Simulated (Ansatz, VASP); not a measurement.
# NiI2 in two plane-wave programs, part 2 of 3

Wanted: the spread between two codes on one cell, functional and k mesh.

VASP 6.6.1 and Ansatz 0.2.0.

So far: Starting point; VASP: single point, PBEsol, DFT+U.

### Step 3. Ansatz: single point, PBEsol, DFT+U

Level of this step: Ansatz beside VASP: Kohn-Sham DFT, plane waves, PBEsol, DFT+U (Ansatz).

Ansatz runs on its default PAW (the set named soft_2) files.

The same cell, functional, mesh and smearing now go to Ansatz, which takes its cutoff from its data sets.

Input file input.yaml:

```yaml
crystal:
  lattice:
    - [3.9549866918, 2.2834126312, 14.0161600108]
    - [0.0, 2.2834126312, 14.0161600108]
    - [0.0, -2.2834126311, 7.0080800054]
  atoms:
    - { symbol: Ni, position: [0.0, 0.0, 0.0], spin: 1.0 }
    - { symbol: Ni, position: [0.5, 0.0, 0.0], spin: -1.0 }
    - { symbol: I, position: [0.0, 0.26046155, 0.26046155] }
    - { symbol: I, position: [0.5, 0.26046155, 0.26046155] }
    - { symbol: I, position: [0.0, 0.73953845, 0.73953845] }
    - { symbol: I, position: [0.5, 0.73953845, 0.73953845] }
hamiltonian:
  xc: pbesol
  pseudopotentials: { kind: paw }
  hubbard: { sites: [{ species: Ni, l: d, u_eff: 4.0 }] }
magnetization:
  spin_polarized: true
kpoints:
  mp_grid: { grid: [7, 7, 7] }
scf:
  occupations: { method: fermi_dirac, width: 0.05 }
  n_extra_bands: 8
output:
  forces: true
  stress: true
  eigenvalues: true
```

The run is started by

```
$ ansatz run input.yaml --threads 4 --pin off --max-ram 9216MiB --backend cpu --events-out ev --progress --plain --runs-dir out
```

Numbers of over 12 decimals in the logs are rounded to 6 here.

Log:

```text
Ni: projections on atomic orbitals take those of the free atom [Ne] 3s2 3p6 3d8 4s2, of charge +0.00 (hamiltonian.pseudopotentials.projection_atoms); the dataset's partial waves leave at most 1.6e-6 of an orbital's norm unspanned inside its sphere
I: projections on atomic orbitals take those of the free atom [Kr] 4d10 5s2 5p5, of charge +0.00 (hamiltonian.pseudopotentials.projection_atoms); the dataset's partial waves leave at most 9.4e-6 of an orbital's norm unspanned inside its sphere
scf.n_extra_bands = 8 over 52 filled bands (N_el = 104.0): the run solves 60 bands
Engine: ansatz 0.2.0, aarch64-unknown-linux-gnu
Pseudopotentials: kind: paw
Pseudopotential: Ni, paw, valence charge 18, recommended cutoff 420 eV (normal), Ni.paw.azcp
Pseudopotential: I, paw, valence charge 17, recommended cutoff 420 eV (normal), I.paw.azcp
Functional definition: PBEsol
  exchange = pbesol_x
  correlation = pbesol_c
Crystal: 6 atoms, lattice volume = 189.867 Å³
Basis set: ecut = 420 eV, 3733 PW (Γ), exchange–correlation on 200×192×100 points (8 copies of the dense FFT grid, shifted against one another)
Bands: 60, of which v1, the nominal top of the filled ones, is band 52 counted from 1 (51 counted from 0)
Symmetry: 4 space group operations
Space group: P2/m (ITA 10), of the structure as read, at distance tolerance 5.7e-5 Å
Magnetic group: BNS 10.49 (UNI 56), of the structure as read, at distance tolerance 5.7e-5 Å
k-points: 100 of 343
Non-local potential: Ni, projectors of the file, l = 0: 3, l = 1: 2, l = 2: 3, l = 3: 1
Non-local potential: I, projectors of the file, l = 0: 2, l = 1: 2, l = 2: 2, l = 3: 2
PAW form: soft (Blöchl's): semilocal exchange-correlation on the pseudo side does not see the compensation charge
PAW frozen core: Ni, regenerated for the run's functional, and the local potential with it (the file was generated under x = pbe(κ = 0.804, μ = 0.219515), c = pbe(β = 0.066725))
PAW frozen core: I, regenerated for the run's functional, and the local potential with it (the file was generated under x = pbe(κ = 0.804, μ = 0.219515), c = pbe(β = 0.066725))
PAW one-centre angular grid: Ni, 590 points (default); XC on 64 Gauss nodes
PAW one-centre angular grid: I, 590 points (default); XC on 64 Gauss nodes
Initial density: superposition of atomic densities (chi_scale 0.1, normalization cell, long waves kept (reshape's long-wave potential 0.13 eV rms))
Starting moments: Σ|m| = 2 μB on 2 of 6 sites
Starting magnetic order: antiferromagnet; a translation exchanges its spin sublattices: spin-degenerate at every k-point
Initial wavefunctions: pseudopotential atomic-orbital guess
Functional: x = pbesol(κ = 0.804, μ = 0.123457), c = pbesol(β = 0.046)
SCF iter   1: F=—  HF=-41351.400428 eV  |F-HF|=—  |Δ(HF+E_count)|=         —  Δρ=1.14e-1 (↑1.14e-1 ↓1.14e-1)  dr2=9.36e1  dr2_m=3.31e0  M=0.000 μB ∫|m|=0.269 μB  β_m=0.30  ethr=3.10e-3  ⟨swp⟩=8.2  Hψ=23828  notcnv=0  defer=25
preconditioner: auto → none  [metal: Δε(μ)=0.001 eV  Ē_g=9.831 eV  σ=0.050 eV  W_gap=0.01  n_scr=52 (ndim 8)  ℏωp=18.7 eV  f_vac=0.168  D(μ)=8.31/eV (n_scr^D=72)  sad-step TF]
SCF iter   2: F=—  HF=-41338.687097 eV  |F-HF|=—  |Δ(HF+E_count)|=    1.27e1  Δρ=2.61e-2 (↑2.61e-2 ↓2.61e-2)  dr2=1.18e1  dr2_m=3.34e-1  M=0.000 μB ∫|m|=1.199 μB  β_m=0.30  ethr=3.10e-3  ⟨swp⟩=4.0  Hψ=15581  notcnv=0  defer=154
SCF iter   3: F=—  HF=-41336.053030 eV  |F-HF|=—  |Δ(HF+E_count)|=    2.63e0  Δρ=4.10e-2 (↑4.10e-2 ↓4.10e-2)  dr2=3.59e0  dr2_m=1.33e0  M=0.000 μB ∫|m|=2.741 μB  β_m=1.00  ethr=3.10e-3  ⟨swp⟩=5.2  Hψ=14338  notcnv=0  defer=179
SCF iter   4: F=—  HF=-41335.848556 eV  |F-HF|=—  |Δ(HF+E_count)|=   2.04e-1  Δρ=8.46e-3 (↑8.46e-3 ↓8.46e-3)  dr2=2.82e-1  dr2_m=7.94e-3  M=0.000 μB ∫|m|=2.916 μB  β_m=0.30  ethr=3.10e-3  ⟨swp⟩=3.1  Hψ=13314  notcnv=0  defer=173
SCF iter   5: F=—  HF=-41336.440004 eV  |F-HF|=—  |Δ(HF+E_count)|=   5.91e-1  Δρ=1.99e-2 (↑1.99e-2 ↓1.99e-2)  dr2=1.16e0  dr2_m=3.81e-1  M=0.000 μB ∫|m|=3.446 μB  β_m=1.00  ethr=2.71e-4  ⟨swp⟩=3.0  Hψ=12407  notcnv=0  defer=173
SCF iter   6: F=—  HF=-41336.585866 eV  |F-HF|=—  |Δ(HF+E_count)|=   1.46e-1  Δρ=6.15e-3 (↑6.15e-3 ↓6.15e-3)  dr2=7.73e-2  dr2_m=3.34e-2  M=0.000 μB ∫|m|=3.368 μB  β_m=0.30  ethr=2.71e-4  ⟨swp⟩=4.1  Hψ=13268  notcnv=0  defer=169
SCF iter   7: F=—  HF=-41336.910909 eV  |F-HF|=—  |Δ(HF+E_count)|=   3.25e-1  Δρ=1.76e-3 (↑1.76e-3 ↓1.76e-3)  dr2=1.48e-2  dr2_m=4.46e-4  M=0.000 μB ∫|m|=3.442 μB  β_m=1.00  ethr=7.43e-5  ⟨swp⟩=2.0  Hψ=11922  notcnv=0  defer=168
SCF iter   8: F=—  HF=-41337.131029 eV  |F-HF|=—  |Δ(HF+E_count)|=   2.20e-1  Δρ=9.62e-3 (↑9.62e-3 ↓9.62e-3)  dr2=4.14e-1  dr2_m=6.97e-2  M=0.000 μB ∫|m|=3.586 μB  β_m=1.00  ethr=1.43e-5  ⟨swp⟩=3.0  Hψ=12073  notcnv=0  defer=168
SCF iter   9: F=—  HF=-41337.164150 eV  |F-HF|=—  |Δ(HF+E_count)|=   3.31e-2  Δρ=1.85e-3 (↑1.85e-3 ↓1.85e-3)  dr2=1.69e-2  dr2_m=2.09e-3  M=0.000 μB ∫|m|=3.547 μB  β_m=0.30  ethr=1.43e-5  ⟨swp⟩=3.1  Hψ=13506  notcnv=0  defer=167
SCF iter  10: F=—  HF=-41337.260809 eV  |F-HF|=—  |Δ(HF+E_count)|=   9.67e-2  Δρ=3.22e-3 (↑3.22e-3 ↓3.22e-3)  dr2=5.06e-2  dr2_m=6.30e-3  M=0.000 μB ∫|m|=3.521 μB  β_m=0.30  ethr=1.43e-5  ⟨swp⟩=2.5  Hψ=12062  notcnv=0  defer=167
[...]
spin-set hold released at iteration 10 (site moments contracting): the magnetisation degrees of freedom join the quasi-Newton model from the next iteration; the mixer history was flushed
[...]
SCF iter  12: F=—  HF=-41337.303592 eV  |F-HF|=—  |Δ(HF+E_count)|=   1.52e-2  Δρ=1.61e-3 (↑1.61e-3 ↓1.61e-3)  dr2=1.57e-2  dr2_m=4.33e-4  M=0.000 μB ∫|m|=3.550 μB  β_m=0.12  ethr=1.43e-5  ⟨swp⟩=2.9  Hψ=12422  notcnv=0  defer=166
SCF iter  13: F=—  HF=-41337.344227 eV  |F-HF|=—  |Δ(HF+E_count)|=   4.06e-2  Δρ=1.10e-3 (↑1.10e-3 ↓1.10e-3)  dr2=2.35e-4  dr2_m=2.03e-3  M=0.000 μB ∫|m|=3.588 μB  β_m=0.25  ethr=1.43e-5  ⟨swp⟩=2.0  Hψ=11902  notcnv=0  defer=166
SCF iter  14: F=—  HF=-41337.369308 eV  |F-HF|=—  |Δ(HF+E_count)|=   2.51e-2  Δρ=6.98e-4 (↑6.98e-4 ↓6.98e-4)  dr2=2.30e-4  dr2_m=7.79e-4  M=0.000 μB ∫|m|=3.613 μB  β_m=0.39  ethr=2.26e-7  ⟨swp⟩=3.0  Hψ=13634  notcnv=0  defer=166
SCF iter  15: F=—  HF=-41337.371637 eV  |F-HF|=—  |Δ(HF+E_count)|=   2.33e-3  Δρ=2.41e-4 (↑2.41e-4 ↓2.41e-4)  dr2=4.13e-5  dr2_m=7.86e-5  M=0.000 μB ∫|m|=3.623 μB  β_m=0.46  ethr=2.22e-7  ⟨swp⟩=3.0  Hψ=13033  notcnv=0  defer=166
SCF iter  16: F=—  HF=-41337.371652 eV  |F-HF|=—  |Δ(HF+E_count)|=   1.52e-5  Δρ=6.20e-5 (↑6.20e-5 ↓6.20e-5)  dr2=1.24e-5  dr2_m=5.47e-6  M=0.000 μB ∫|m|=3.622 μB  β_m=0.45  ethr=3.97e-8  ⟨swp⟩=2.0  Hψ=11408  notcnv=0  defer=166
SCF iter  17: F=—  HF=-41337.371652 eV  |F-HF|=—  |Δ(HF+E_count)|=   4.16e-7  Δρ=2.17e-5 (↑2.17e-5 ↓2.17e-5)  dr2=4.04e-7  dr2_m=5.07e-7  M=0.000 μB ∫|m|=3.622 μB  β_m=0.67  ethr=1.19e-8  ⟨swp⟩=3.0  Hψ=11678  notcnv=0  defer=166
SCF iter  18: F=—  HF=-41337.371653 eV  |F-HF|=—  |Δ(HF+E_count)|=   1.20e-6  Δρ=1.17e-5 (↑1.17e-5 ↓1.17e-5)  dr2=7.82e-8  dr2_m=1.46e-7  M=0.000 μB ∫|m|=3.622 μB  β_m=0.84  ethr=9.62e-11  ⟨swp⟩=13.5  Hψ=35453  notcnv=0
SCF iter  19: F=—  HF=-41337.371653 eV  |F-HF|=—  |Δ(HF+E_count)|=   5.13e-7  Δρ=6.84e-6 (↑6.84e-6 ↓6.84e-6)  dr2=2.23e-7  dr2_m=2.26e-8  M=0.000 μB ∫|m|=3.622 μB  β_m=0.82  ethr=7.52e-11  ⟨swp⟩=5.3  Hψ=24548  notcnv=0
SCF iter  20: F=—  HF=-41337.371653 eV  |F-HF|=—  |Δ(HF+E_count)|=   1.51e-8  Δρ=4.92e-6 (↑4.92e-6 ↓4.92e-6)  dr2=1.24e-7  dr2_m=8.34e-9  M=0.000 μB ∫|m|=3.622 μB  β_m=0.71  ethr=7.52e-11  ⟨swp⟩=2.0  Hψ=11040  notcnv=0
SCF iter  21: F=-41337.371653 eV  HF=-41337.371653 eV  |F-HF|=7.93e-10  |Δ(HF+E_count)|=   8.94e-9  Δρ=1.10e-6 (↑1.10e-6 ↓1.10e-6)  dr2=3.84e-9  dr2_m=8.10e-10  M=0.000 μB ∫|m|=3.622 μB  ethr=7.52e-11  ⟨swp⟩=4.0  Hψ=18031  notcnv=0
SCF 1 converged in 21 iterations: F = -41337.371653 eV  dr2 = 3.84e-9
  greatest PAW one-centre occupation: 1.002 electrons in one spin orbital (limit 2), on the Ni atom at site 1 (counted from 0), in its partial waves of l = 1
SCF converged after 21 iterations
Magnetization: 0.0000 μB (52.0000 up, 52.0000 down)
Absolute magnetization: 3.6162 μB (∫|ρ↑−ρ↓|, with the PAW one-centre terms)
Spin contamination: 1.9945 ħ² per cell (⟨S²⟩ above its minimum at these occupations)
Per-site moments (μB) at R_I (Å): [(1.401375, 1.134279), (-1.401375, 1.134279), (-0.063460, 1.134279), (0.063460, 1.134279), (-0.063460, 1.134279), (0.063460, 1.134279)]
Free energy (F): -41337.371653 eV
Harris-Foulkes:  -41337.371653 eV  (|F-HF|=7.93e-10)
Internal energy: -41337.371633 eV  (E = F + TS)
E sigma→0 (E₀):  -41337.371643 eV
Entropy (-TS):   -0.000020 eV (-0.003 meV/atom)
Fermi energy:    7.056507 eV
--- Per-component energies (eV) ---
  E_band       = -2474.599077
  E_kinetic    = 1312.155899
  E_local      = -20451.933769  (includes V_loc(G=0)·N_el)
  E_nonlocal   = 933.260636
  E_hartree    = 9607.882321
  E_xc         = -670.856345
  E_vxc        = -723.380574  (∫ρ·V_xc dr)
  E_hubbard    = 1.941027  (on-site DFT+U / exact-exchange correction)
  E_vhub       = -30.467126  (the Hubbard potential's part of the band-sum identity)
  E_paw        = -22145.466111  (= ΣΔE_a)
  E_vpaw       = -2729.990536  (= ΣTr[D̂ρ^β])
  E_aug_tail   = 0.001078  (compensation charges beyond the density's cutoff)
  E_ewald      = -9926.399514
  E_core_change = 2.043146  (= ΣΔE_core)
  E_smearing   = -0.000020  (= −TS)
  E_closure    = -0.000000  (closes the sum)
  Σ components = -41337.371653   (vs F -41337.371653, Δ=0.00e0)
--- Forces (eV/Å), atoms counted from 1 ---
  atom   1  Ni    -0.00000000     0.00000000     0.00000000
  atom   2  Ni     0.00000000    -0.00000000     0.00000000
  atom   3  I      0.00000000    -0.00062503     0.18227349
  atom   4  I      0.00000000    -0.00062503     0.18227349
  atom   5  I     -0.00000000     0.00062503    -0.18227349
  atom   6  I     -0.00000000     0.00062503    -0.18227349
  max |Σ_I F_I| component: 2.78e-17 eV/Å
--- Stress (GPa, compression-positive) ---
       -1.691890       0.000000       0.000000
        0.000000      -1.733190       0.006719
        0.000000       0.006788      -1.232012
  P = ⅓ Tr σ = -1.5524 GPa (-15.524 kbar)
--- Band table (eV; the first three rows and the last of 200) ---
  k-point 0 ↑: bands = [... 48 lower, 6.2902, 6.2946, 6.5130, 6.5716, 8.1111, 8.1163, 9.4598, 10.3706, ... 4 higher]
  k-point 1 ↑: bands = [... 48 lower, 5.9777, 5.9934, 6.1193, 6.5789, 7.8000, 8.0942, 9.9044, 11.1840, ... 4 higher]
  k-point 2 ↑: bands = [... 48 lower, 5.4144, 5.6554, 5.9329, 6.5610, 7.6454, 8.0772, 10.6836, 11.0421, ... 4 higher]
  k-point 99 ↓: bands = [... 48 lower, 5.8310, 5.9537, 6.1848, 6.5807, 7.8551, 8.0814, 10.1358, 11.3892, ... 4 higher]
Occupation matrices written to <dir>
```

Run time: 2.1 min. Hardware: 4 threads of Arm Neoverse N1, shared host; peak memory 2.5 GiB; 8.2 min of CPU time.

In the SCF lines HF is the Harris–Foulkes energy and dr2 the Hartree energy of the density residual, in eV; the loop may stop once dr2 is under the threshold and the program's other checks hold. Hψ counts applications of the Hamiltonian.

The run ends at a pressure of -1.55 GPa, with forces up to 0.18 eV/Å.

### Step 4. Differences

Known differences besides the PAW data sets themselves: U acts on the PAW sphere in VASP and on atomic orbitals in Ansatz, so only states and trends compare; the data sets hold 104 valence electrons in Ansatz (default PAW (the set named soft_2) files) and 48 in VASP; the cutoff is 420 eV in Ansatz and 400 eV in VASP; Ansatz makes its cores anew for this functional, VASP keeps those of its PBE data sets; site moments are counted in spheres of each program's own size. Total energies have different zeros and are not compared.

The two programs side by side:

| quantity | Ansatz | VASP | difference |
| --- | --- | --- | --- |
| pressure (GPa) | -1.55 | -1.77 | +0.22 |
| gap on the k mesh (eV) | 0.924 | 1.050 | -0.126 |
| moment on Ni1 (μB) | 1.40 | 1.44 | -0.03 |
| moment on Ni2 (μB) | -1.40 | -1.44 | +0.03 |
| moment on I3 (μB) | -0.06 | -0.06 | 0.00 |
| moment on I4 (μB) | 0.06 | 0.06 | 0.00 |
| moment on I5 (μB) | -0.06 | -0.06 | 0.00 |
| moment on I6 (μB) | 0.06 | 0.06 | 0.00 |

Forces (eV/Å; atoms numbered as in POSCAR):

| atom | Ansatz x, y, z | VASP x, y, z |
| --- | --- | --- |
| Ni1 | 0.000, 0.000, 0.000 | 0.000, 0.000, 0.000 |
| Ni2 | 0.000, 0.000, 0.000 | 0.000, 0.000, 0.000 |
| I3 | 0.000, -0.001, 0.182 | 0.000, -0.001, 0.187 |
| I4 | 0.000, -0.001, 0.182 | 0.000, -0.001, 0.187 |
| I5 | 0.000, 0.001, -0.182 | 0.000, 0.001, -0.187 |
| I6 | 0.000, 0.001, -0.182 | 0.000, 0.001, -0.187 |

The forces differ by 2.3 meV/Å r.m.s., which is 2.6 % of the r.m.s. force of 0.09 eV/Å (both taken over all components).

### Step 5. VASP: band structure, LDA

Levels along a path test the potential and the projectors away from the mesh points.

Input file INCAR:

```
SYSTEM = NiI2
PREC = Accurate
ENCUT = 400
EDIFF = 1E-06
NELM = 100
ISMEAR = 0
SIGMA = 0.02
LREAL = .FALSE.
ALGO = Normal
GGA = CA
NBANDS = 28
ISPIN = 2
MAGMOM = 1.43 0.19 0.19
LASPH = .TRUE.
LMAXMIX = 4
LORBIT = 11
LWAVE = .FALSE.
LCHARG = .FALSE.
KPAR = 4
```

Input file POSCAR:

```
NiI2
1.0
    1.9774933459      1.1417063156      7.0080800054
   -1.9774933459      1.1417063156      7.0080800054
    0.0000000000     -2.2834126311      7.0080800054
Ni I
1 2
Direct
    0.0000000000      0.0000000000      0.0000000000
    0.2604615500      0.2604615500      0.2604615500
    0.7395384500      0.7395384500      0.7395384500
```

Input file KPOINTS:

```
Automatic mesh
0
Gamma
4 4 4
0 0 0
```

Input file KPOINTS_OPT:

```
Line mode
16
Line-mode
Reciprocal
  0.00000000   0.00000000   0.00000000 GAMMA
  0.50000000   0.00000000   0.00000000 L

  0.50000000   0.00000000   0.00000000 L
  0.50000000   0.18436040  -0.18436040 B1

  0.81563960   0.50000000   0.18436040 B
  0.50000000   0.50000000   0.50000000 Z

  0.50000000   0.50000000   0.50000000 Z
  0.00000000   0.00000000   0.00000000 GAMMA

  0.00000000   0.00000000   0.00000000 GAMMA
  0.34218020   0.00000000  -0.34218020 X

  0.65781980   0.34218020   0.00000000 Q
  0.50000000   0.50000000   0.00000000 F

  0.50000000   0.50000000   0.00000000 F
  0.65781980   0.65781980   0.18436040 P1

  0.65781980   0.65781980   0.18436040 P1
  0.50000000   0.50000000   0.50000000 Z

  0.50000000   0.00000000   0.00000000 L
  0.81563960   0.34218020   0.34218020 P
```

PAW data sets: Ni and I (PBE family, release 64).

The run is started by

```
$ mpirun -np 4 vasp_std
```

Log:

```text
[banner, memory and clock lines left out]
running    4 mpi-ranks, on    1 nodes
[...]
[... a notice as in an earlier step ...]

 LDA part: xc-table for (Slater(with rela. corr.)+CA(PZ))
 , standard interpolation
 POSCAR, INCAR and KPOINTS ok, starting setup
[...]
entering main loop
       N       E                     dE             d eps       ncg     rms          rms(c)
DAV:   1     0.127671761248E+03    0.12767E+03   -0.75813E+03  1472   0.597E+02
DAV:   2    -0.223556546680E-01   -0.12769E+03   -0.11744E+03  1628   0.158E+02
DAV:   3    -0.112261656817E+02   -0.11204E+02   -0.11040E+02  1784   0.527E+01
DAV:   4    -0.115207372384E+02   -0.29457E+00   -0.29437E+00  1936   0.870E+00
[...]
DAV:  14    -0.106463411248E+02   -0.47649E-05   -0.24401E-05  2204   0.274E-02    0.428E-02
DAV:  15    -0.106463397123E+02    0.14126E-05   -0.24649E-06  1760   0.228E-02    0.174E-02
DAV:  16    -0.106463400031E+02   -0.29083E-06   -0.19218E-06  1284   0.198E-02
   1 F= -.10646340E+02 E0= -.10646017E+02  d E =-.645598E-03  mag=     1.6321
 Start KPOINTS_OPT (optional k-point list driver)
k-point batch [1-13\144]
       N       E                     dE             ncg
DAV:   1     0.182140347635E+04   -0.13254E+04     1464
DAV:   2     0.138036614685E+03   -0.16834E+04     1608
DAV:   3    -0.156813317024E+02   -0.15372E+03     1780
DAV:   4    -0.196948672021E+02   -0.40135E+01     1852
DAV:   5    -0.197639571580E+02   -0.69090E-01     1784
DAV:   6    -0.197668651890E+02   -0.29080E-02     1960
DAV:   7    -0.197669733646E+02   -0.10818E-03     1916
DAV:   8    -0.197669766390E+02   -0.32744E-05     1392
DAV:   9    -0.197669767346E+02   -0.95653E-07     1024
[...]
k-point batch [144-144\144]
       N       E                     dE             ncg
DAV:   1     0.840481093355E+04   -0.52402E+03      112
DAV:   2     0.828327613004E+04   -0.12153E+03      120
DAV:   3     0.827278702876E+04   -0.10489E+02      148
DAV:   4     0.827251581144E+04   -0.27122E+00      152
DAV:   5     0.827251261438E+04   -0.31971E-02      140
DAV:   6     0.827251246468E+04   -0.14970E-03      160
DAV:   7     0.827251246087E+04   -0.38050E-05      156
DAV:   8     0.827251246086E+04   -0.10890E-07      104
```

From OUTCAR (step 5):

```text
  Total       -3.0467785     -3.0467785     -2.8596182      0.0000000     -0.0000000      0.0000000
  in kB      -51.4199590    -51.4199590    -48.2612871      0.0000000     -0.0000000      0.0000000
  external PRESSURE =     -50.3670684 kB  Pullay stress =       0.0000000 kB

 POSITION                                       TOTAL-FORCE (eV/Angst)
 -----------------------------------------------------------------------------------
      0.00000      0.00000      0.00000        -0.000000      0.000000      0.000000
      0.00000      0.00000      5.47601         0.000000      0.000000      0.657072
      0.00000      0.00000     15.54823         0.000000     -0.000000     -0.657072
 -----------------------------------------------------------------------------------
    total drift:                               -0.000000     -0.000000     -0.000000

  FREE ENERGIE OF THE ION-ELECTRON SYSTEM (eV)
  ---------------------------------------------------
  free  energy   TOTEN  =       -10.6463400031 eV

  energy  without entropy=      -10.6456944056  energy(sigma->0) =      -10.64601720

 magnetization (x)
# of ion       s       p       d       tot
------------------------------------------
    1       -0.001  -0.001   1.022   1.021
    2        0.008   0.188   0.001   0.198
    3        0.008   0.188   0.001   0.198
--------------------------------------------------
tot          0.016   0.376   1.025   1.417

[... 3 further parts left out ...]
[key lines of the parts left out:]
E-fermi :   3.7808
```

The cell holds one magnetic atom, so no antiferromagnetic order fits into it. Experiment finds antiferromagnetic order in this phase (below 60 K, arxiv:2307.10686), so this ferromagnetic run describes another state. The k-mesh is coarse for a metal. Spin-orbit coupling is off here; with elements this heavy it splits and shifts levels by tenths of an eV or more. The PAW data sets were made with PBE, though LDA sets exist; this is a small mismatch. At this level the cell is under a tension of 5.0 GPa, so at these settings it is away from equilibrium. Oxides and halides of Ni are often magnetic insulators, and a metal at this level, without U or exact exchange, may be an artefact.

(Continued in part 3 of 3.)

[Lines on the potential files, build, host, timing and source positions are cut from VASP's logs without a mark.]

[Logs are printed without paths, hosts, clocks, repeated set-up lines and the standing remarks that a program may print on its own settings, such as how far it seeks lower states.]

[Hosts, paths, dates, database ids (printed as entryN), source tags and the programs' standing remarks are cut or masked in the printed files.]
